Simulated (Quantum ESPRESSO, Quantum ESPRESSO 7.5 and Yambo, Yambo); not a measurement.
# PbS (Galena): G0W0 with Yambo, start to end

How does a plane-wave GW calculation on PbS (Galena) run from the first input to the gap?

Program: Quantum ESPRESSO 7.5 and Yambo 5.3.0. Level of theory: PBE and many-body steps on it, plane waves. Results are calculated unless marked as measured.

Most raw output is cut from this account.

The database entry behind the starting cell differs from later determinations by our own check (about 0.1 % short), so it need not match the best structure at ambient conditions.

**1. The structure**

The structure is cubic, space group Fm-3m (No. 225). The conventional cell has a = 5.931 Å, b = 5.931 Å, c = 5.931 Å, α = 90.00°, β = 90.00°, γ = 90.00°. Nearest to Pb lie 6 S at 2.97 Å. Nearest to S lie 6 Pb at 2.97 Å. Farther neighbours and most contacts between anions are not listed.

The cell and positions come from the Crystallography Open Database and are kept as given unless a step says otherwise. Spin-orbit coupling is left out unless a step names it.

**2. Ground state**

This step: Quantum ESPRESSO 7.5; DFT, PBE, plane waves, norm-conserving pseudopotentials.

The ground-state density comes first.

The input, pw.in:

```
&control
  calculation = 'scf'
  prefix = 'x'
  outdir = 'o'
  pseudo_dir = 'pseudo'
/
&system
  ibrav = 0
  nat = 2
  ntyp = 2
  ecutwfc = 76.0
  nbnd = 19
  force_symmorphic = .true.
/
&electrons
  conv_thr = 1e-10
  electron_maxstep = 80
  mixing_beta = 0.5
/
ATOMIC_SPECIES
  Pb 207.2 Pb.upf
  S 32.06 S.upf
CELL_PARAMETERS angstrom
  0.0000000000 2.9657500000 2.9657500000
  2.9657500000 -0.0000000000 2.9657500000
  2.9657500000 2.9657500000 0.0000000000
ATOMIC_POSITIONS crystal
  Pb 0.0000000000 0.0000000000 0.0000000000
  S 0.5000000000 0.5000000000 0.5000000000
K_POINTS automatic
  6 6 6 0 0 0
```

On the command line:

```
OMP_NUM_THREADS=1 mpirun -n 4 pw.x -nk 4 -in pw.in > pw.out
```

Wall time 5.7 s (4 MPI ranks of Arm Neoverse V2, shared host); peak memory 0.27 GiB.

Numbers from this step:

- total energy: -6010.0128 eV
- gap: 0.3682 eV
- k of the valence top: 0, 0, -0.5
- k of the conduction bottom: 0, 0, -0.5
- least direct gap: 0.3682 eV

The gap is direct, at (0.000, 0.000, -0.500).

**3. Bands along the symmetry lines**

The cheap functional maps the bands first; the places of the edges decide which points the dearer methods must see.

The input, pw.in:

```
&control
  calculation = 'bands'
  prefix = 'x'
  outdir = 'o'
  pseudo_dir = 'pseudo'
/
&system
  ibrav = 0
  nat = 2
  ntyp = 2
  ecutwfc = 76.0
  nbnd = 20
  force_symmorphic = .true.
/
&electrons
  conv_thr = 1e-9
  electron_maxstep = 80
  diago_full_acc = .true.
  diago_thr_init = 5e-6
/
ATOMIC_SPECIES
  Pb 207.2 Pb.upf
  S 32.06 S.upf
CELL_PARAMETERS angstrom
  0.0000000000 2.9657500000 2.9657500000
  2.9657500000 -0.0000000000 2.9657500000
  2.9657500000 2.9657500000 0.0000000000
ATOMIC_POSITIONS crystal
  Pb 0.0000000000 0.0000000000 0.0000000000
  S 0.5000000000 0.5000000000 0.5000000000
K_POINTS crystal
  50
  0.00000000 0.00000000 0.00000000 1
  0.06250000 0.00000000 0.06250000 1
  0.12500000 0.00000000 0.12500000 1
  0.18750000 0.00000000 0.18750000 1
  0.25000000 0.00000000 0.25000000 1
  0.31250000 0.00000000 0.31250000 1
  0.37500000 0.00000000 0.37500000 1
  0.43750000 0.00000000 0.43750000 1
  0.50000000 0.00000000 0.50000000 1
  0.51562500 0.03125000 0.51562500 1
  0.53125000 0.06250000 0.53125000 1
  0.54687500 0.09375000 0.54687500 1
  0.56250000 0.12500000 0.56250000 1
  0.57812500 0.15625000 0.57812500 1
  0.59375000 0.18750000 0.59375000 1
  0.60937500 0.21875000 0.60937500 1
  0.62500000 0.25000000 0.62500000 1
  0.37500000 0.37500000 0.75000000 1
  0.32812500 0.32812500 0.65625000 1
  0.28125000 0.28125000 0.56250000 1
  0.23437500 0.23437500 0.46875000 1
  0.18750000 0.18750000 0.37500000 1
  0.14062500 0.14062500 0.28125000 1
  0.09375000 0.09375000 0.18750000 1
  0.04687500 0.04687500 0.09375000 1
  0.00000000 0.00000000 0.00000000 1
  0.06250000 0.06250000 0.06250000 1
  0.12500000 0.12500000 0.12500000 1
  0.18750000 0.18750000 0.18750000 1
  0.25000000 0.25000000 0.25000000 1
  0.31250000 0.31250000 0.31250000 1
  0.37500000 0.37500000 0.37500000 1
  0.43750000 0.43750000 0.43750000 1
  0.50000000 0.50000000 0.50000000 1
  0.50000000 0.46875000 0.53125000 1
  0.50000000 0.43750000 0.56250000 1
  0.50000000 0.40625000 0.59375000 1
  0.50000000 0.37500000 0.62500000 1
  0.50000000 0.34375000 0.65625000 1
  0.50000000 0.31250000 0.68750000 1
  0.50000000 0.28125000 0.71875000 1
  0.50000000 0.25000000 0.75000000 1
  0.50000000 0.21875000 0.71875000 1
  0.50000000 0.18750000 0.68750000 1
  0.50000000 0.15625000 0.65625000 1
  0.50000000 0.12500000 0.62500000 1
  0.50000000 0.09375000 0.59375000 1
  0.50000000 0.06250000 0.56250000 1
  0.50000000 0.03125000 0.53125000 1
  0.50000000 0.00000000 0.50000000 1
```

It took 5 s on 4 MPI ranks; peak memory 0.23 GiB.

This step gave:

```
gap                        : 0.3682 eV
k of the valence top       : 0.5, 0.5, 0.5
k of the conduction bottom : 0.5, 0.5, 0.5
least direct gap           : 0.3682 eV
```

The gap is 0.368 eV, as in the run before at this level.

Electronic bands along the path, in eV, zero at the top of the highest filled band:

```
    point  band 11  band 12  band 13  band 14  band 15  band 16  band 17  band 18
        Γ    -6.04    -2.17    -2.17    -2.17     5.22     5.22     5.22     6.71
  halfway    -7.23    -2.83    -2.83    -1.72     2.44     4.74     4.92     4.92
        X    -7.20    -5.19    -3.44    -3.44     3.86     5.58     5.69     5.69
  halfway    -7.47    -5.09    -3.31    -3.15     3.89     5.18     5.43     5.58
        U    -7.98    -4.77    -2.94    -2.48     3.33     4.13     5.05     6.22
jump to K    -7.98    -4.77    -2.94    -2.48     3.33     4.13     5.05     6.22
  halfway    -7.71    -3.10    -1.71    -0.59     1.48     2.51     4.14     7.58
        Γ    -6.04    -2.17    -2.17    -2.17     5.22     5.22     5.22     6.71
  halfway    -7.46    -2.01    -2.01    -1.17     2.36     3.22     3.22     6.86
        L    -8.85    -1.78    -1.78     0.00     0.37     1.96     1.96     8.67
  halfway    -8.48    -3.44    -3.01    -0.99     1.56     3.40     4.03     8.00
        W    -7.95    -4.42    -4.42    -1.03     2.19     4.66     4.66     8.16
  halfway    -7.62    -4.98    -3.76    -2.40     3.99     4.09     5.29     6.37
        X    -7.20    -5.19    -3.44    -3.44     3.86     5.58     5.69     5.69
```

**4. Empty states on the mesh, 4×4×4 mesh, 132 bands**

The sums over transitions need many empty states on a uniform mesh; this step solves for them.

The input, pw.in:

```
&control
  calculation = 'nscf'
  prefix = 'x'
  outdir = 'o'
  pseudo_dir = 'pseudo'
/
&system
  ibrav = 0
  nat = 2
  ntyp = 2
  ecutwfc = 76.0
  nbnd = 132
  force_symmorphic = .true.
/
&electrons
  conv_thr = 1e-9
  electron_maxstep = 80
  diago_full_acc = .true.
  diago_thr_init = 5e-6
/
ATOMIC_SPECIES
  Pb 207.2 Pb.upf
  S 32.06 S.upf
CELL_PARAMETERS angstrom
  0.0000000000 2.9657500000 2.9657500000
  2.9657500000 -0.0000000000 2.9657500000
  2.9657500000 2.9657500000 0.0000000000
ATOMIC_POSITIONS crystal
  Pb 0.0000000000 0.0000000000 0.0000000000
  S 0.5000000000 0.5000000000 0.5000000000
K_POINTS automatic
  4 4 4 0 0 0
```

Wall time 8.2 s (4 MPI ranks); peak memory 0.38 GiB.

This step gave:

```yaml
gap: 0.3682 eV
k_of_the_valence_top: 0, 0, -0.5
k_of_the_conduction_bottom: 0, 0, -0.5
least_direct_gap: 0.3682 eV
k_points_computed: 8
lowest_point_of_the_top_converged_band_above_the_valence_top: 88.2138 eV
```

On this mesh the gap is 0.368 eV.

**5. Conversion and set-up**

This step: Yambo 5.3.0; conversion and set-up on PBE, plane waves, norm-conserving pseudopotentials.

The states are converted to the many-body program's format and the q mesh is built.

On the command line:

```
(cd o/x.save; p2y > p2y.log; mv SAVE ../..); yambo > setup.log
```

It took 2.2 s on 1 MPI rank; peak memory 0.25 GiB.

**6. Screening and self-energy, 4×4×4 mesh, 132 bands, screening to 163.3 eV**

Now the one-shot GW correction: screening in the RPA, then the self-energy of the levels asked for.

This step: G0W0 on PBE, plane waves, norm-conserving pseudopotentials.

The input, gw1.in:

```
HF_and_locXC
gw0
dyson
ppa
em1d
rim_cut
RandQpts= 1000000
RandGvec= 1 RL
EXXRLvcs= 76 Ry
VXCRLvcs= 304 Ry
Chimod= "HARTREE"
% BndsRnXp
 1 | 132 |
%
NGsBlkXp= 12 Ry
% LongDrXp
 1 | 1 | 1 |
%
% GbndRnge
 1 | 132 |
%
DysSolver= "n"
ExtendOut
PPAPntXp= 27.21138 eV
% QPkrange
 3 | 3 | 13 | 16 |
 1 | 1 | 13 | 16 |
%
```

On the command line:

```
OMP_NUM_THREADS=1 mpirun -n 4 yambo -F gw1.in -J gw1 -C gw1 > gw1.log
```

It took 93 s on 4 MPI ranks; peak memory 1.6 GiB; 6.1 min of CPU time.

This step gave:

```yaml
g0w0_gap_on_the_points_computed: 0.5990 eV
starting_gap_on_the_mesh: 0.3682 eV
k_of_the_valence_top: 0, 0, -0.5
k_of_the_conduction_bottom: 0, 0, -0.5
least_direct_g0w0_gap_on_the_computed_points: 0.5990 eV
z_at_the_valence_top: 0.7854
z_at_the_conduction_bottom: 0.8086
```

The gap on the mesh goes from 0.37 eV to 0.60 eV, a correction of +0.23 eV.

Limits: finite bands, cutoff and mesh; model gap, bands may invert with spin-orbit coupling; no spin-orbit coupling; coarse k mesh. v1 is the top filled band, c1 the lowest empty one. Levels before and after the correction, in eV, zero at the valence-band top of each column:

```
           conduction bottom  valence top
Kohn-Sham               0.37         0.00
     G0W0               0.60         0.00
```

```
                   level  energy (eV)
Kohn-Sham  (0 0 -0.5) v2       -1.781
Kohn-Sham  (0 0 -0.5) v1        0.000
Kohn-Sham  (0 0 -0.5) c1        0.368
Kohn-Sham  (0 0 -0.5) c2        1.964
     G0W0  (0 0 -0.5) v2       -2.018
     G0W0  (0 0 -0.5) v1        0.000
     G0W0  (0 0 -0.5) c1        0.599
     G0W0  (0 0 -0.5) c2        2.382
```

**7. Where the time went**

Times are wall times on the hardware named with each run, good to a factor of about two.

```
                          step   time  share  memory (GiB)
                  ground state  5.7 s    5 %          0.27
bands along the symmetry lines    5 s    4 %          0.23
      empty states on the mesh  8.2 s    7 %          0.38
         conversion and set-up  2.2 s    2 %          0.25
     screening and self-energy   93 s   81 %           1.6
```

**8. What came out**

```yaml
pbe_gap: 0.37 eV, direct
g0w0_gap_on_the_mesh: 0.60 eV
gw_settings: 4×4×4 mesh, 132 bands, screening to 163.3 eV, Godby-Needs plasmon pole
known_limits: not at the basis limit; model gap, bands may invert with spin-orbit coupling; no spin-orbit coupling; coarse k mesh
```

What this shows: G0W0 moves the gap on the mesh from 0.37 eV to 0.60 eV (+0.23 eV), with Z of 0.79 and 0.81 at the edges. Only 2 of the mesh's irreducible points were corrected, so a valley elsewhere could overtake. The dearest step here is «screening and self-energy». Bands and cutoff are finite, so the gap is not at the basis limit. The miss can reach some tenths of an eV and take either sign; the mesh is an error of its own. In the G0W0 run levels were corrected at 2 k points alone, so a gap called «on the mesh» is the least over those, and an edge elsewhere would be missed. The 4×4×4 mesh is coarse for this cell, which bears on the long-range parts of exchange and screening. Where an edge is built on 6p states of lead, bismuth or thallium, scalar-relativistic gaps usually stand too wide, by a few tenths to over one eV. With atoms this heavy and so narrow a gap, spin-orbit coupling can invert the bands. These scalar-relativistic gaps are then model values, not to be set against experiment, and a spin-orbit change taken from DFT can't simply be added.

[Paths, hosts, dates, memory and timing lines, banners, echoed tables and standing remarks are left out of the program output.]

[Logs are printed without paths, hosts, clocks, repeated set-up lines and the standing remarks that a program may print on its own settings, such as how far it seeks lower states.]

[Runs of the session that timed out or met a known fault of the program may be left out.]

[Hosts, paths, dates, database ids (printed as entryN), source tags and the programs' standing remarks are cut or masked in the printed files.]
